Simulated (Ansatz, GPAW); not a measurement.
Given: the input of a run of GPAW 26.7.0 (ASE script) on HgTe. Measurements of this composition are mostly on another form, of space group No. 216.

Contents of run.py:

```python
from ase import Atoms
from ase.dft.bandgap import bandgap
from ase.io import write
from ase.units import GPa
from gpaw import GPAW, PW, setup_paths

setup_paths.insert(0, '.')

atoms = Atoms(['Hg', 'Hg', 'Te', 'Te'],
              cell=[[2.992518, -3.466929, 0.0],
                    [2.992518, 3.466929, 0.0],
                    [0.0, 0.0, 5.798157]],
              scaled_positions=[[0.65695, 0.34305, 0.25],
                                [0.34305, 0.65695, 0.75],
                                [0.215191, 0.784809, 0.25],
                                [0.784809, 0.215191, 0.75]],
              pbc=True)

calc = GPAW(mode=PW(600),
            xc='PBEsol',
            kpts={'size': (6, 6, 5), 'gamma': True},
            occupations={'name': 'fermi-dirac', 'width': 0.05},
            nbands=31,
            convergence={'density': 1e-05, 'energy': 1e-05},
            maxiter=150,
            txt='gpaw.txt')
atoms.calc = calc
energy = atoms.get_potential_energy()
forces = atoms.get_forces()
stress = atoms.get_stress()
calc.write('gs.gpw')
write('result.traj', atoms)
print(f'Energy: {energy:.6f} eV')
print('Forces (eV/A):')
print(forces.round(4))
print('Stress (GPa):', (stress / GPa).round(3))
print('Fermi level:', round(calc.get_fermi_level(), 4), 'eV')
print(f'Gap: {bandgap(calc)[0]:.4f} eV, direct: {bandgap(calc, direct=True)[0]:.4f} eV')
```

Potentials or basis: PAW data sets generated in the run's folder for this functional, pw.

Launch:

```bash
$ gpaw-setup -f PBEsol Hg Te
$ OMP_NUM_THREADS=1 python run.py
```

Problem. Set up the same calculation for Ansatz 0.2.0. Potentials or basis there: all-electron LAPW, scalar-relativistic.

Solution. As run (cutoffs and basis follow the program's own potentials, and thresholds, step limits or extra output files can differ):

File input.yaml:

```yaml
crystal:
  lattice:
    - [2.992518, -3.466929, 0.0]
    - [2.992518, 3.466929, 0.0]
    - [0.0, 0.0, 5.798157]
  atoms:
    - { symbol: Hg, position: [0.65695, 0.34305, 0.25] }
    - { symbol: Hg, position: [0.34305, 0.65695, 0.75] }
    - { symbol: Te, position: [0.215191, 0.784809, 0.25] }
    - { symbol: Te, position: [0.784809, 0.215191, 0.75] }
kpoints:
  mp_grid: { grid: [6, 6, 5] }
scf:
  occupations: { method: fermi_dirac, width: 0.05 }
hamiltonian:
  xc: pbesol
  pseudopotentials: { kind: all_electron, lapw: { basis_error: 0.001 } }
output:
  forces: true
  stress: true
  eigenvalues: true
  populations: true
```

Potentials or basis: all-electron LAPW, scalar-relativistic.

Command:

```console
$ ansatz run input.yaml --threads 2 --pin off --max-ram 8192MiB --backend cpu --events-out ev --progress --plain --runs-dir out
```

Both were run:

|  | GPAW | Ansatz |
| --- | --- | --- |
| Pressure | -3.4 GPa | -3.4 GPa |
| Largest force | 0.212 eV/Å | 0.202 eV/Å |

Where Ansatz's input types no cutoff or centring, it takes its own default and a Γ-centred mesh.

Pressure is positive in compression.
